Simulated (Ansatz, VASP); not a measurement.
## BP in two plane-wave programs

Wanted: the spread between two codes on one cell, functional and k mesh. The cell is taken from a series of VASP runs on this material, whose earlier steps may have relaxed, scaled or displaced it; both programs get it as it stands.

Program: Ansatz 0.2.0. Level of theory: plane waves, with VASP 6.6.1 beside it; relaxation of cell and atoms at LDA. Results are calculated unless marked as measured.

## Step 1: The starting structure

Symmetry: F-43m, No. 216, cubic system. Conventional cell: a = 4.490 Å, b = 4.490 Å, c = 4.490 Å, α = 90.00°, β = 90.00°, γ = 90.00°. Nearest to P lie 4 B at 1.94 Å. Nearest to B lie 4 P at 1.94 Å. Farther neighbours are not listed.

Structure file:

```xyz
2
Lattice="0.0000 2.2450 2.2450 2.2450 0.0000 2.2450 2.2450 2.2450 0.0000" Properties=species:S:1:pos:R:3 pbc="T T T"
P     3.3675    3.3675    3.3675
B     0.0000    0.0000    0.0000
```

## Step 2: VASP: relaxation of cell and atoms, LDA

The relaxed volume is the usual yardstick between codes: its relative difference is about their pressure difference at one cell divided by the bulk modulus.

Lines of VASP's logs that name or quote its potential files are left out, and so is its time.

The input, INCAR:

```
SYSTEM = BP
PREC = Accurate
ENCUT = 450
EDIFF = 1E-06
NELM = 100
ISMEAR = 0
SIGMA = 0.03
LREAL = .FALSE.
ALGO = Normal
GGA = CA
NBANDS = 10
LORBIT = 11
LWAVE = .FALSE.
LCHARG = .FALSE.
KPAR = 8
IBRION = 2
NSW = 50
ISIF = 3
EDIFFG = -0.006
```

The input, POSCAR:

```
BP
1.0
    0.0000000000      2.2450185634      2.2450185634
    2.2450185634      0.0000000000      2.2450185634
    2.2450185634      2.2450185634      0.0000000000
P B
1 1
Direct
    0.7500000000      0.7500000000      0.7500000000
    0.0000000000      0.0000000000      0.0000000000
```

The input, KPOINTS:

```
Automatic mesh
0
Gamma
8 8 8
0 0 0
```

Potentials, in the order of the species: P and B (LDA family, release 64).

Command:

```bash
$ mpirun -np 8 vasp_std
```

Numbers of over 12 decimals in the logs are rounded to 6 here.

The log of the run:

```text
[banner, memory and clock lines left out]
running    8 mpi-ranks, on    1 nodes
 distrk:  each k-point on    1 cores,    8 groups
 distr:  one band on    1 cores,    1 groups

 POSCAR found type information on POSCAR P B
 POSCAR found :  2 types and       2 ions
|                                                                             |
|           W    W    AA    RRRRR   N    N  II  N    N   GGGG   !!!           |
|           W    W   A  A   R    R  NN   N  II  NN   N  G    G  !!!           |
|           W    W  A    A  R    R  N N  N  II  N N  N  G       !!!           |
|           W WW W  AAAAAA  RRRRR   N  N N  II  N  N N  G  GGG   !            |
|           WW  WW  A    A  R   R   N   NN  II  N   NN  G    G                |
|           W    W  A    A  R    R  N    N  II  N    N   GGGG   !!!           |
|                                                                             |
|     For optimal performance we recommend to set                             |
|       NCORE = 2 up to number-of-cores-per-socket                            |
|     NCORE specifies how many cores store one orbital (NPAR=cpu/NCORE).      |
|     This setting can greatly improve the performance of VASP for DFT.       |
|     The default, NCORE=1 might be grossly inefficient on modern             |
|     multi-core architectures or massively parallel machines. Do your        |
|     Unfortunately you need to use the default for GW and RPA                |
|     calculations (for HF NCORE is supported but not extensively tested      |
|     yet).                                                                   |
|                                                                             |

 LDA part: xc-table for (Slater(with rela. corr.)+CA(PZ))
 , standard interpolation
 POSCAR, INCAR and KPOINTS ok, starting setup
 FFT: planning ... GRIDC
 FFT: planning ... GRID_SOFT
 FFT: planning ... GRID
 WAVECAR not read
 entering main loop
       N       E                     dE             d eps       ncg     rms          rms(c)
DAV:   1     0.528430431988E+01    0.52843E+01   -0.36788E+03   580   0.636E+02
DAV:   2    -0.147786430475E+02   -0.20063E+02   -0.19327E+02   818   0.106E+02
DAV:   3    -0.152963956652E+02   -0.51775E+00   -0.51686E+00   692   0.150E+01
DAV:   4    -0.152985836630E+02   -0.21880E-02   -0.21878E-02   724   0.117E+00
DAV:   5    -0.152985939067E+02   -0.10244E-04   -0.10243E-04   708   0.729E-02    0.769E+00
DAV:   6    -0.145330123549E+02    0.76558E+00   -0.17782E+00   648   0.624E+00    0.407E+00
DAV:   7    -0.144099358222E+02    0.12308E+00   -0.29414E-01   728   0.290E+00    0.131E+00
DAV:   8    -0.143968471984E+02    0.13089E-01   -0.35430E-02   684   0.105E+00    0.245E-01
DAV:   9    -0.143968758478E+02   -0.28649E-04   -0.74218E-04   660   0.205E-01    0.161E-01
DAV:  10    -0.143968725460E+02    0.33018E-05   -0.13850E-04   646   0.707E-02    0.337E-02
DAV:  11    -0.143968745036E+02   -0.19575E-05   -0.67844E-06   720   0.139E-02    0.379E-02
DAV:  12    -0.143968741600E+02    0.34353E-06   -0.18518E-06   374   0.633E-03
   1 F= -.14396874E+02 E0= -.14396874E+02  d E =-.143969E+02
 curvature:   0.00 expect dE= 0.000E+00 dE for cont linesearch  0.000E+00
 trial: gam= 0.00000 g(F)=  0.106E-47 g(S)=  0.120E-06 ort = 0.000E+00 (trialstep = 0.100E+01)
 search vector abs. value=  0.120E-06
 reached required accuracy - stopping structural energy minimisation
```

From OUTCAR (step 2):

```text
ion  position               nearest neighbor table
   1  0.750  0.750  0.750-   2 1.94   2 1.94   2 1.94   2 1.94
   2  0.000  0.000  0.000-   1 1.94   1 1.94   1 1.94   1 1.94

  LATTYP: Found a face centered cubic cell.
 ALAT       =     4.4900371268

 Subroutine GETGRP returns: Found 24 space group operations
 (whereof 24 operations were pure point group operations)

The static configuration has the point symmetry T_d .

 Found     29 irreducible k-points:

   k-points           NKPTS =     29   k-points in BZ     NKDIM =     29   number of bands    NBANDS=     10

   dimension x,y,z NGX =    24 NGY =   24 NGZ =   24
   dimension x,y,z NGXF=    48 NGYF=   48 NGZF=   48

   ENCUT  =  450.0 eV  33.07 Ry    5.75 a.u.   5.49  5.49  5.49*2*pi/ulx,y,z

   NELECT =       8.0000    total number of electrons

 k-points in reciprocal lattice and weights: Automatic mesh
   0.00000000  0.00000000  0.00000000       0.002
   0.12500000  0.00000000  0.00000000       0.016
   0.25000000  0.00000000  0.00000000       0.016
   0.37500000  0.00000000  0.00000000       0.016
   0.50000000  0.00000000  0.00000000       0.008
   0.12500000  0.12500000  0.00000000       0.012
   0.25000000  0.12500000  0.00000000       0.047
   0.37500000  0.12500000  0.00000000       0.047
   0.50000000  0.12500000  0.00000000       0.047
[...]
-0.37500000  0.50000000  0.12500000       0.023
  -0.25000000  0.50000000  0.25000000       0.012

 average (electrostatic) potential at core
       1 -81.8953       2 -29.5429

 E-fermi :   7.9852

 k-point     1 :       0.0000    0.0000    0.0000
  band No.  band energies     occupation
      1      -7.8828      2.00000
      2       7.7916      2.00000
      3       7.7916      2.00000
      4       7.7916      2.00000
      5      11.2205      0.00000
      6      11.2205      0.00000
      7      11.2205      0.00000
      8      15.6509      0.00000
      9      19.2746      0.00000
    ...

 k-point     2 :       0.1250    0.0000    0.0000
  band No.  band energies     occupation
      1      -7.5946      2.00000
      2       5.9172      2.00000
      3       7.3537      2.00000
      4       7.3537      2.00000
      5      11.7904      0.00000
      6      11.8253      0.00000
      7      11.8253      0.00000
      8      16.3588      0.00000
      9      19.0911      0.00000
    ...

 k-point     3 :       0.2500    0.0000    0.0000
  band No.  band energies     occupation
      1      -6.7477      2.00000
      2       2.8737      2.00000
      3       6.6531      2.00000
      4       6.6531      2.00000
      5      11.9307      0.00000
      6      12.5930      0.00000
      7      12.5930      0.00000
      8      17.5694      0.00000
      9      18.8162      0.00000
    ...

  Total       -0.0012899     -0.0012899     -0.0012899      0.0000000      0.0000000     -0.0000000
  in kB       -0.0913208     -0.0913208     -0.0913208      0.0000000      0.0000000     -0.0000000
  external PRESSURE =      -0.0913208 kB  Pullay stress =       0.0000000 kB

  energy-cutoff  :      450.00
  volume of cell :       22.63
      direct lattice vectors                 reciprocal lattice vectors
     0.000000000  2.245018563  2.245018563    -0.222715308  0.222715308  0.222715308
     2.245018563  0.000000000  2.245018563     0.222715308 -0.222715308  0.222715308
     2.245018563  2.245018563  0.000000000     0.222715308  0.222715308 -0.222715308

 POSITION                                       TOTAL-FORCE (eV/Angst)
 -----------------------------------------------------------------------------------
      3.36753      3.36753      3.36753         0.000000      0.000000      0.000000
      0.00000      0.00000      0.00000        -0.000000     -0.000000     -0.000000
 -----------------------------------------------------------------------------------
    total drift:                               -0.000000     -0.000000     -0.000000

  FREE ENERGIE OF THE ION-ELECTRON SYSTEM (eV)
  ---------------------------------------------------
  free  energy   TOTEN  =       -14.3968741600 eV

  energy  without entropy=      -14.3968741600  energy(sigma->0) =      -14.39687416

 reached required accuracy - stopping structural energy minimisation

 total charge
# of ion       s       p       d       tot
------------------------------------------
    1        0.994   1.602   0.000   2.597
    2        0.668   1.320   0.000   1.988
--------------------------------------------------
tot          1.662   2.923   0.000   4.585

[... 3 further parts left out ...]
```

CONTCAR:

```
BP
   1.00000000000000
     0.0000000000000000    2.2450185633999999    2.2450185633999999
     2.2450185633999999    0.0000000000000000    2.2450185633999999
     2.2450185633999999    2.2450185633999999    0.0000000000000000
  P               B
     1     1
Direct
     0.7500000000000000    0.7500000000000000    0.7500000000000000
     0.0000000000000000    0.0000000000000000    0.0000000000000000
```

## Step 3: Ansatz: relaxation of cell and atoms, LDA

Ansatz runs on its default PAW (the set named soft_2) files.

The same cell, functional (in two slightly different forms), mesh and smearing now go to Ansatz, which takes its cutoff from its data sets.

The input, input.yaml:

```yaml
crystal:
  lattice:
    - [0.0, 2.2450185634, 2.2450185634]
    - [2.2450185634, 0.0, 2.2450185634]
    - [2.2450185634, 2.2450185634, 0.0]
  atoms:
    - { symbol: P, position: [0.75, 0.75, 0.75] }
    - { symbol: B, position: [0.0, 0.0, 0.0] }
hamiltonian:
  xc: lda
  pseudopotentials: { kind: paw }
kpoints:
  mp_grid: { grid: [8, 8, 8] }
scf:
  occupations: { method: gaussian, width: 0.03 }
relax:
  f_tol: 0.01
  max_steps: 60
  cell: { stress_tol: 0.05 }
output:
  forces: true
  stress: true
  write_density: true
  write_potential: true
  elf: true
  volumetric_format: npy
```

Command:

```bash
$ ansatz run input.yaml --threads 4 --pin off --max-ram 9216MiB --backend cpu --events-out ev --progress --plain --runs-dir out
```

The log of the run:

```text
Engine: ansatz 0.2.0, aarch64-unknown-linux-gnu
Pseudopotentials: kind: paw
Pseudopotential: P, paw, valence charge 5, recommended cutoff 420 eV (normal), P.paw.azcp
Pseudopotential: B, paw, valence charge 3, recommended cutoff 420 eV (normal), B.paw.azcp
Functional definition: SPW92
  exchange = slater_x
  correlation = pw_c
Crystal: 2 atoms, lattice volume = 22.630 Å³
Basis set: ecut = 420 eV, 459 PW (Γ)
Bands: 8, of which v1, the nominal top of the filled ones, is band 4 counted from 1 (3 counted from 0)
Symmetry: 24 space group operations
Space group: F-43m (ITA 216), of the structure as read, at distance tolerance 2.8e-5 Å
k-points: 29 of 512 (time reversal used)
Non-local potential: P, projectors of the file, l = 0: 2, l = 1: 2, l = 2: 2
Non-local potential: B, projectors of the file, l = 0: 2, l = 1: 2, l = 2: 1
PAW form: soft (Blöchl's): semilocal exchange-correlation on the pseudo side does not see the compensation charge
PAW frozen core: P, regenerated for the run's functional, and the local potential with it (the file was generated under x = pbe(κ = 0.804, μ = 0.219515), c = pbe(β = 0.066725))
PAW frozen core: B, regenerated for the run's functional, and the local potential with it (the file was generated under x = pbe(κ = 0.804, μ = 0.219515), c = pbe(β = 0.066725))
PAW one-centre angular grid: P, 110 points (default); XC on 64 Gauss nodes
PAW one-centre angular grid: B, 110 points (default); XC on 64 Gauss nodes
Initial density: superposition of atomic densities (neutral atoms: chi_scale 0, normalization atom), corrected by the library's trained network
Initial wavefunctions: pseudopotential atomic-orbital guess
Functional: x = slater, c = lda
SCF iter   1: F=—  HF=-876.636710 eV  |F-HF|=—  |Δ(HF+E_count)|=         —  Δρ=5.33e-3  dr2=4.93e-3  ethr=1.77e-3  ⟨swp⟩=6.3  Hψ=2157  notcnv=0
preconditioner: auto → none  [insulator: Δε(μ)=1.174 eV  Ē_g=12.945 eV  σ=0.030 eV  W_gap=1.00  n_scr=0 (ndim 8)  ℏωp=22.1 eV  f_vac=0.000  D(μ)=0.00/eV (n_scr^D=0)  ε∞_Penn≈3.9]
SCF iter   2: F=—  HF=-876.635848 eV  |F-HF|=—  |Δ(HF+E_count)|=   8.62e-4  Δρ=2.37e-3  dr2=7.70e-4  ethr=6.17e-5  ⟨swp⟩=2.5  Hψ=628  notcnv=0
SCF iter   3: F=—  HF=-876.635678 eV  |F-HF|=—  |Δ(HF+E_count)|=   1.71e-4  Δρ=1.05e-3  dr2=1.17e-4  ethr=9.63e-6  ⟨swp⟩=2.2  Hψ=328  notcnv=0
SCF iter   4: F=—  HF=-876.635664 eV  |F-HF|=—  |Δ(HF+E_count)|=   1.33e-5  Δρ=4.66e-4  dr2=2.45e-5  ethr=1.46e-6  ⟨swp⟩=1.0  Hψ=232  notcnv=0
SCF iter   5: F=—  HF=-876.635658 eV  |F-HF|=—  |Δ(HF+E_count)|=   6.16e-6  Δρ=1.08e-4  dr2=1.67e-6  ethr=3.07e-7  ⟨swp⟩=1.0  Hψ=232  notcnv=0
SCF iter   6: F=-876.635658 eV  HF=-876.635658 eV  |F-HF|=3.80e-8  |Δ(HF+E_count)|=   2.97e-7  Δρ=1.53e-5  dr2=5.62e-8  ethr=1.25e-9  ⟨swp⟩=6.8  Hψ=1300  notcnv=0
SCF 1 converged in 6 iterations: F = -876.635658 eV  dr2 = 5.62e-8
  greatest PAW one-centre occupation: 0.772 electrons in one spin orbital (limit 2), on the P atom at site 0 (counted from 0), in its partial waves of l = 0
relax step   1: F+E_penalty+E_count = -876.63565776 eV  Δ(F+E_penalty+E_count) = +0.000e0 eV  max|allowed force component| = 3.053e-16 eV/Å  Δτ_max = 0.0000 Å  P = +0.069 GPa  Ω = 22.630 Å³  (6 SCF iters, dr2 threshold 1.00e-7 eV, accepted)
[...]
relax step   2: F+E_penalty+E_count = -876.63565395 eV  Δ(F+E_penalty+E_count) = +3.807e-6 eV  max|allowed force component| = 1.110e-16 eV/Å  Δτ_max = 0.0000 Å  P = +0.031 GPa  Ω = 22.635 Å³  energy of the carried Pulay correction = -5.304e-6 eV  (3 SCF iters, dr2 threshold 1.21e-8 eV, accepted)
[...]
relax step   3: F+E_penalty+E_count = -876.63569883 eV  Δ(F+E_penalty+E_count) = -4.488e-5 eV  max|allowed force component| = 1.388e-16 eV/Å  Δτ_max = 0.0000 Å  P = +0.031 GPa  Ω = 22.635 Å³  stress off target by 3.10e-2 GPa  SCF on the basis re-selected at this cell (its energy is not comparable with the rows above)  (5 SCF iters)
basis re-selected at this cell: Δ(F+E_penalty+E_count) = -4.488e-5 eV, ΔP = +0.000 GPa vs the last step (what re-selecting the basis moved, of the pressure what is left beyond the Pulay correction that the steps carried, after the strain that the cell walked since its last selection, with what the two solves' SCF thresholds leave and, on support functions, any second-order correction that the steps lacked; it is no m [...]
SCF converged after 5 iterations
Free energy (F): -876.635699 eV
Harris-Foulkes:  -876.635699 eV  (|F-HF|=3.41e-12)
Internal energy: -876.635699 eV  (E = F + TS)
E sigma→0 (E₀):  -876.635699 eV
Fermi energy:    10.082436 eV
--- Per-component energies (eV) ---
  E_band       = 23.249900
  E_kinetic    = 123.655961
  E_local      = -67.905420  (includes V_loc(G=0)·N_el)
  E_nonlocal   = 47.113996
  E_hartree    = 16.586767
  E_xc         = -94.960128
  E_vxc        = -101.260388  (∫ρ·V_xc dr)
  E_paw        = -612.769334  (= ΣΔE_a)
  E_vpaw       = -11.527769  (= ΣTr[D̂ρ^β])
  E_aug_tail   = -0.000000  (compensation charges beyond the density's cutoff)
  E_ewald      = -288.520726
  E_core_change = 0.163186  (= ΣΔE_core)
  E_smearing   = -0.000000  (= −TS)
  E_closure    = -0.000000  (closes the sum)
  Σ components = -876.635699   (vs F -876.635699, Δ=0.00e0)
--- Forces (eV/Å), atoms counted from 1 ---
  atom   1  P      0.00000000     0.00000000     0.00000000
  atom   2  B     -0.00000000    -0.00000000     0.00000000
  max |Σ_I F_I| component: 9.71e-17 eV/Å
--- Stress (GPa, compression-positive) ---
        0.030989      -0.000000      -0.000000
       -0.000000       0.030989       0.000000
       -0.000000       0.000000       0.030989
  P = ⅓ Tr σ = 0.0310 GPa (0.310 kbar)
--- Band table (eV; the first three rows and the last of 29) ---
  k-point 0: bands = ["-6.1867", "9.4908", "9.4908", "9.4908", "12.9174", "12.9174", "12.9174", "17.3280"]
  k-point 1: bands = ["-5.8988", "7.6177", "9.0539", "9.0539", "13.4801", "13.5195", "13.5195", "18.0417"]
  k-point 2: bands = ["-5.0527", "4.5741", "8.3536", "8.3536", "13.6138", "14.2831", "14.2831", "19.2599"]
  k-point 28: bands = ["-0.8874", "1.4257", "3.6210", "3.8187", "14.7188", "16.2173", "16.8375", "17.1141"]
--- Relaxed structure (2 steps of the walk, 2 accepted, 1 SCFs on fresh bases) ---
  F+E_penalty+E_count = -876.63569883 eV   max|allowed force component| = 1.388e-16 eV/Å   (the final SCF, on the basis selected at the relaxed cell)
  cell:  # Å, volume = 22.6351 Å³
    - [0, 2.245178, 2.245178]
    - [2.245178, 0, 2.245178]
    - [2.245178, 2.245178, 0]
  atoms:
    - { symbol: P, position: [0.750000, 0.750000, 0.750000] }
    - { symbol: B, position: [0, 0, 0] }
```

The job ended after 1.6 s (4 threads of Arm Neoverse V1, shared host; peak memory 0.26 GiB; 3.6 s of CPU time).

## Step 4: Differences

Known differences besides the potentials themselves: the two LDA forms differ slightly; both relaxations stop at a tolerance, which leaves soft axes loose, and VASP keeps its plane-wave basis; the cutoff is 420 eV in Ansatz and 450 eV in VASP; VASP's log shows a relativistic correction to its local exchange, Ansatz's none; Ansatz adds a Pulay correction to the stress that steers its cell, VASP none. Total energies have different zeros and are not compared.

Both answers:

| quantity | Ansatz | VASP | difference |
| --- | --- | --- | --- |
| volume (Å³) | 22.64 | 22.63 | +0.02 % |
| edge a after relaxation, in the typed setting (Å) | 3.175 | 3.175 | +0.01 % |

The walks stopped with 0.03 GPa left in Ansatz and -0.01 GPa in VASP; each walk ends within a tolerance, so the volume difference is uncertain by about these residues over the bulk modulus, most in soft cells.

## Step 5: Summary of results

| Property | Result |
| --- | --- |
| difference in volume (relaxation of cell and atoms, LDA) | 0.021 % |

**Reading.** The difference in volume is 0.021 % (relaxation of cell and atoms, LDA), within the 1.2 % picked in this series as the mark of a large difference, as far as the stopping tolerances let one tell. Such differences can come from data sets, numerical settings and the points named under the comparisons, not from the functional's error against experiment.

[Lines on the potential files, build, host, timing and source positions are cut from VASP's logs without a mark.]

[Logs are printed without paths, hosts, clocks, repeated set-up lines and the standing remarks that a program may print on its own settings, such as how far it seeks lower states.]

[Hosts, paths, dates, database ids (printed as entryN), source tags and the programs' standing remarks are cut or masked in the printed files.]
